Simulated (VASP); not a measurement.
Here is a VASP 6.6.1 calculation.

File INCAR:

```
SYSTEM = Tl
PREC = Accurate ; ENCUT = 520
EDIFF = 1E-7 ; ISMEAR = 0
SIGMA = 0.1 ; LREAL = .False.
LASPH = .True. ; NELM = 100
ALGO = Normal ; ISIF = 2
LWAVE = .False. ; LCHARG = .False.
GGA = PE ; NBANDS = 12
```

Contents of KPOINTS:

```
Automatic mesh
0
Gamma
  8 8 8
  0 0 0
```

POSCAR

```
Tl
1.0
   -1.5959769929      1.5959769929      2.5783647671
    1.5959769929     -1.5959769929      2.5783647671
    1.5959769929      1.5959769929     -2.5783647671
Tl
1
Direct
    0.0000000000      0.0000000000      0.0000000000
```

Potentials or basis: VASP PAW PBE potentials, release 64 (Tl_d).

The run is started by

```bash
$ cat potpaw_PBE.64/Tl_d/POTCAR > POTCAR
$ mpirun -np 1 vasp_std > vasp.out
```

(1) What does it give for the pressure?

(2) What does it give for the band gap on the k mesh?

Answers

(1) 7.2 GPa.

(2) none (metal or under the smearing width).
